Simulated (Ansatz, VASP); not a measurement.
**One calculation of TaN, two programs**

```xyz
2
Lattice="2.9399 0.0000 0.0000 -1.4700 2.5461 0.0000 0.0000 0.0000 2.8902" Properties=species:S:1:pos:R:3 pbc="T T T"
Ta    0.0000    0.0000    1.4451
N     1.4700    0.8487    0.0000
```

Alike in both runs: task electric field gradients; functional LDA; k mesh 13 × 13 × 11; occupations fermi-dirac, width 0.05 eV; no spin polarisation.

```csv
,VASP,Ansatz
version,VASP 6.6.1,Ansatz 0.2.0
potentials or method,"VASP PAW LDA potentials, release 64 (Ta_pv, N)","PAW with Ansatz's default frozen-core files, scalar-relativistic"
plane-wave cutoff (eV),520,420
valence electrons in the cell,16,18
```

|  | VASP | Ansatz | Ansatz less VASP |
| --- | --- | --- | --- |
| pressure (GPa) | -11.1 | -12.9 | -1.74 |
| largest component of the traceless stress (GPa) | 1.72 | 1.85 | +0.128 |
| Vzz of the field gradient on the site that differs most (V/Å²) | 19.8 | 52.3 | +32.59 |

The two sets of potentials don't hold the same shells in valence. Ansatz warned: «gradients_without_spin_orbit».

Spin-orbit coupling is left out, which matters for the levels of Ta.
